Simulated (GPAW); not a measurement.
Runs of GPAW 26.7.0 on Mo. The cell holds a slab with vacuum, 6 atoms: a = 2.850 Å, b = 2.850 Å, c = 25.075 Å, α = 90.00°, β = 90.00°, γ = 90.00°. The slab is cut from a database's or a generator's crystal, which needn't be the stable form of the element.

```tsv
task	level	potentials or basis	cell	series job	gap on the mesh (eV)	largest force (eV/Å)	work function (eV)
single point	WC	PAW data sets generated in the run's folder for this functional, pw	the (1 0 0) slab of Mo, cut from the database cell, not relaxed	-	none	(a)	4.46
single point	revPBE	the program's PAW data sets (release 1.2.1) made for this functional, pw	the (1 0 0) slab of Mo, cut from the database cell, not relaxed	-	none	0.40	4.22
single point	vdW-DF-cx	GPAW PAW data sets (gpaw-data 1.2.1), pw	the (1 0 0) slab of Mo, cut from the database cell, not relaxed	-	none	0.66	(b)
single point	RPBE	the program's PAW data sets (release 1.2.1) made for this functional, pw	the (1 0 0) slab of Mo, cut from the database cell, not relaxed	-	none	0.34	4.20
single point	r2SCAN	GPAW PAW data sets (gpaw-data 1.2.1), pw	the (1 0 0) slab of Mo, cut from the database cell, not relaxed	-	none	0.53	4.39
single point	LDA	the program's PAW data sets (release 1.2.1) made for this functional, pw	the (1 0 0) slab of Mo, cut from the database cell, not relaxed	-	none	1.16	4.65
single point	BEEF-vdW	GPAW PAW data sets (gpaw-data 1.2.1), pw	the (1 0 0) slab of Mo, cut from the database cell, not relaxed	-	none	0.35	4.55
```

Alike in all rows: no spin polarisation; k mesh 9 × 9 × 1; cutoff (eV) 450; smearing fermi-dirac 0.05 eV.

Q: Fill in the values left out.

A: (a) 0.84; (b) 4.54.

Caveats: the PAW data sets were made with another functional, which shifts forces and pressure a little (some runs).

A k mesh can miss the band edges, and the runs leave out spin-orbit coupling on Mo.

A gap of «none» marks a metal or a gap under the smearing width.

Runs at the PBE level aren't shown here.
